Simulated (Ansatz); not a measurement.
The system is Ga.

```xyz
2
Lattice="1.3830 -4.0265 0.0000 1.3830 4.0265 0.0000 -0.1174 0.0000 3.3299" Properties=species:S:1:pos:R:3 pbc="T T T"
Ga    1.2949    2.9716    2.4974
Ga    1.3536   -2.9716    0.8325
```

This isn't the form of Ga at room conditions, which is orthorhombic.

```yaml
Program: Ansatz 0.2.0
Task: relaxation of cell and atoms
Functional: PBEsol
Potentials_or_basis: Ansatz PAW
Cutoff: "420 eV (not typed: the program's choice for these potentials)"
k_mesh: 10 × 10 × 8
Occupations: fermi-dirac, width 0.05 eV
Spin: no spin polarisation
```

At the start: volume 18.54 Å³/atom.

Problem. How do energy, volume and symmetry change on relaxing?

Solution. It ends after 8 steps and the volume is 17.92 Å³/atom (-3.4 %); space group C2/c (No. 15, to 0.05 Å).

The path:
| step | energy change (eV) | largest force (eV/Å) | volume (Å³) |
| --- | --- | --- | --- |
| 1 | 0.0000 | 0.1969 | 37.09 |
| 2 | -0.0184 | 0.0406 | 35.44 |
| 3 | -0.0221 | 0.0077 | 35.62 |
| 4 | -0.0248 | 0.0090 | 35.83 |
| 5 | -0.0251 | 0.0014 | 35.83 |
| 6 | -0.0247 | 0.0014 | 35.83 |
| 7 | -0.0247 | 0.0007 | 35.83 |
| 8 | -0.0248 | 0.0007 | 35.83 |

Final structure:
```xyz
2
Lattice="1.4089 -4.0176 0.0154 1.4089 4.0176 0.0154 -0.0826 0.0000 3.1642" Properties=species:S:1:pos:R:3 pbc="T T T"
Ga    1.3469    2.9318    2.3886
Ga    1.3882   -2.9318    0.8064
```

Caveat: the plane-wave basis is chosen anew once the cell has moved, so the energies of steps on either side of that aren't comparable; the PAW data sets come from PBE, with cores solved anew for the run's functional, which leaves a small shift of forces and pressure.
